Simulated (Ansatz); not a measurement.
Cell and atoms are relaxed with the symmetry kept. Start:

```
Mg Sn
1.0
     0.00000    3.36950    3.36950
     3.36950    0.00000    3.36950
     3.36950    3.36950    0.00000
Mg Sn
2 1
Cartesian
  1.6847 1.6847 1.6847
  5.0542 5.0542 5.0542
  0.0000 0.0000 0.0000
```

Theory: DFT PBE, scalar-relativistic, plane waves, PAW (Ansatz).

Settings: cutoff 420 eV, Γ-centred mesh 12×12×12 on the computed 3-atom cell, Gaussian smearing of 0.10 eV; no spin polarisation.

**Question.** What does it relax to?

**Answer.** The volume increases by 0.89 Å³/atom to 26.40 Å³/atom, and the energy falls by 4.0 meV/atom. Final structure:
```
Mg Sn
1.0
     0.00000    3.40840    3.40840
     3.40840    0.00000    3.40840
     3.40840    3.40840    0.00000
Mg Sn
2 1
Direct
  0.25000 0.25000 0.25000
  0.75000 0.75000 0.75000
  0.00000 0.00000 0.00000
```